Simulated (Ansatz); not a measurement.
This is a one-shot G0W0 calculation with Ansatz on BN in the zincblende structure; the level of theory is G0W0@PBE with 87 empty bands, a screening cutoff of 220 eV and a 6×6×6 mesh. The geometry is the r2SCAN minimum.

input.yaml:
```yaml
crystal:
  lattice:
    - [0.0, 1.8048254535, 1.8048254535]
    - [1.8048254535, 0.0, 1.8048254535]
    - [1.8048254535, 1.8048254535, 0.0]
  atoms:
    - { symbol: B, position: [0.0, 0.0, 0.0] }
    - { symbol: "N", position: [0.25, 0.25, 0.25] }
kpoints:
  mp_grid: { grid: [6, 6, 6] }
hamiltonian:
  xc: pbe
scf:
  occupations: { method: fixed }
gw:
  n_empty_bands: 87
  ecut_chi: 220
  qp_bands: [v2, c2]
  qp_kpoints: band_edges
  screening: { model: contour_deformation }
```

Command: `ansatz run input.yaml --threads 4 --pin off --max-ram 7372MiB --backend cpu --events-out ev --progress --plain --runs-dir out`. Wall time 5.1 s on 4 threads of Arm Neoverse V2, on a shared host, load about 0.4 per core; peak host memory 0.27 GiB.

The log, with set-up remarks and timings taken out:
```
Functional definition: PBE
Crystal: 2 atoms, lattice volume = 11.758 Å³
Basis set: ecut = 420 eV, 259 PW (Γ)
Bands: 8, of which v1, the nominal top of the filled ones, is band 4 counted from 1 (3 counted from 0)
Symmetry: 24 space group operations
Space group: F-43m (ITA 216)
k-points: 16 of 216 (time reversal used)
SCF converged after 6 iterations
Free energy (F): -542.269921 eV
Fermi energy:    11.254098 eV
--- G₀W₀: contour deformation, 6 samples at zero and on the imaginary axis and 2 off it, 216 q-points, 87 empty bands' worth ---
    ik  band        ε_KS         Σx   Σc(E_QP)       V_xc       Z   E_QP_lin       E_QP  E_QP is
     0     3     11.2541   -22.9209     2.5436   -19.3036  0.8244    10.1758    10.1804  root
     0     4     11.2541   -22.9209     2.5436   -19.3036  0.8244    10.1758    10.1804  root
     0     5     20.1040    -7.9373    -5.5798   -14.6968  0.8381    21.2903    21.2838  root
     0     6     20.1040    -7.9373    -5.5798   -14.6968  0.8381    21.2903    21.2838  root
     1     3     10.6318   -22.6768     2.6559   -18.8968  0.8234     9.5024     9.5078  root
     1     4     10.6318   -22.6768     2.6559   -18.8968  0.8234     9.5024     9.5078  root
     1     5     20.6350    -9.0488    -5.6640   -15.7478  0.8333    21.6753    21.6700  root
     1     6     21.0181    -8.0733    -5.7940   -15.1035  0.8332    22.2621    22.2543  root
     2     3      9.6860   -22.5952     2.9028   -18.4833  0.8209     8.4700     8.4768  root
     2     4      9.6860   -22.5952     2.9028   -18.4833  0.8209     8.4700     8.4768  root
     2     5     21.2079    -9.7862    -5.7630   -16.4984  0.8302    22.1617    22.1571  root
     2     6     21.9422    -7.8355    -5.9689   -15.0464  0.8306    23.1927    23.1842  root
     3     3      9.3045   -22.6260     3.0164   -18.3653  0.8196     8.0527     8.0601  root
     3     4      9.3045   -22.6260     3.0164   -18.3653  0.8196     8.0527     8.0601  root
     3     5     21.4486   -10.0742    -5.7914   -16.7848  0.8292    22.3722    22.3678  root
     3     6     21.9973    -7.6324    -5.9144   -14.7463  0.8327    23.2047    23.1969  root
     4     3      9.4972   -22.2685     2.8693   -18.1853  0.8213     8.2764     8.2833  root
     4     4      9.4972   -22.2685     2.8693   -18.1853  0.8213     8.2764     8.2833  root
     4     5     19.0374    -8.1160    -5.3515   -14.4428  0.8417    20.0168    20.0126  root
     4     6     22.6009    -8.4619    -6.1456   -15.9420  0.8241    23.9460    23.9354  root
     9     3      7.2043   -22.2205     3.4799   -17.3404  0.8128     5.7926     5.8041  root
     9     4      7.2043   -22.2205     3.4799   -17.3404  0.8128     5.7926     5.8041  root
     9     5     16.9743    -8.0506    -4.9431   -13.7085  0.8483    17.6911    17.6891  root
     9     6     21.5933    -7.7944    -5.5159   -14.1393  0.8420    22.4257    22.4224  root
    12     3      6.3270   -22.2936     3.7262   -17.1067  0.8084     4.8529     4.8663  root
    12     4      6.3270   -22.2936     3.7262   -17.1067  0.8084     4.8529     4.8663  root
    12     5     15.7287    -8.0224    -4.6893   -13.3021  0.8522    16.3205    16.3193  root
    12     6     20.5231    -7.9207    -5.2828   -13.9407  0.8475    21.2626    21.2602  root
    14     3      5.1739   -22.7188     4.1437   -16.9826  0.8005     3.5620     3.5814  root
    14     4      6.7384   -21.8244     3.5061   -16.8911  0.8121     5.2988     5.3113  root
    14     5     20.7706    -8.4474    -5.4748   -14.8761  0.8353    21.7291    21.7245  root
    14     6     23.0999    -7.9783    -6.2731   -15.3637  0.8238    24.2202    24.2122  root
```

The points are ik 0 = (0, 0, 0) (Γ), ik 1 = (0, 0, 1/6), ik 2 = (0, 0, 1/3), ik 3 = (0, 0, -1/2) (L), ik 4 = (0, 1/6, 1/6), ik 9 = (0, 1/3, 1/3), ik 12 = (0, -1/2, -1/2) (X), ik 14 = (1/6, 1/3, -1/3); band 4 is the last filled one.

The quasiparticle gap on this mesh is 6.14 eV (Γ to X), against 4.47 eV from PBE: +1.67 eV. Renormalisation factors Z lie between 0.80 and 0.85. No extrapolation in bands, cutoff or mesh was made for G0W0.

Spin-unpolarised throughout; all numbers are computed.
